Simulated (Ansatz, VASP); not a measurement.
**One calculation of BAs, two programs**

```
B As
1.0
     0.00000    2.35622    2.35622
     2.35622    0.00000    2.35622
     2.35622    2.35622    0.00000
B As
1 1
Direct
  0.00000 0.00000 0.00000
  0.75000 0.75000 0.75000
```

Change from the starting cell: volume scaled by 0.96.

Alike in both runs: task single point; functional PBE; k mesh 15 × 15 × 15; occupations fermi-dirac, width 0.03 eV; no spin polarisation.

|  | VASP | Ansatz |
| --- | --- | --- |
| version | VASP 6.6.1 | Ansatz 0.2.0 |
| potentials or method | VASP PAW PBE potentials, release 64 (B, As), cutoff 520 eV | all-electron LAPW, scalar-relativistic |

|  | VASP | Ansatz | Ansatz less VASP |
| --- | --- | --- | --- |
| gap on the k mesh at the Fermi level (eV) | 1.13 | 1.14 | +0.012 |
| pressure (GPa) | 9.9 | 9.0 | -0.85 |

Ansatz ran all-electron here, so the differences hold the error of VASP's frozen core and of both bases.

Caveats: an odd mesh through Γ misses points on the zone boundary, where band edges often lie.
